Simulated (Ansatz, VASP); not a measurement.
TaN: VASP beside Ansatz

```xyz
2
Lattice="0.0000 2.2547 2.2547 2.2547 0.0000 2.2547 2.2547 2.2547 0.0000" Properties=species:S:1:pos:R:3 pbc="T T T"
Ta    2.2547    2.2547    2.2547
N     0.0000    0.0000    0.0000
```

Change from the starting cell: volume scaled by 1.06.

Alike in both runs: task single point; functional PBEsol; k mesh 10 × 10 × 10; occupations fermi-dirac, width 0.05 eV; no spin polarisation.

|  | VASP | Ansatz |
| --- | --- | --- |
| version | VASP 6.6.1 | Ansatz 0.2.0 |
| potentials or method | VASP PAW PBE potentials, release 64 (Ta_pv, N) | Ansatz PAW |
| plane-wave cutoff (eV) | 520 | 420 |
| valence electrons in the cell | 16 | 18 |

Ansatz gave:

```
gap on the k mesh at the Fermi level (eV) : none
pressure (GPa)                            : -26.5
```

Q: What did VASP give for the same quantities?

A: gap on the k mesh at the Fermi level (eV): none; pressure (GPa): -25.8.

A gap of «none» marks a metal or a gap that the smearing closes. The two sets of potentials don't hold the same shells in valence.

Caveats: the PAW data sets were made with another functional, which shifts forces and pressure a little (VASP); the pressure holds a Pulay correction of +0.5 GPa for the finite cutoff (Ansatz); the PAW data sets come from PBE, with cores solved anew for the run's functional, which leaves a small shift of forces and pressure (Ansatz). The runs have no spin-orbit coupling, so splittings on Ta are missing.
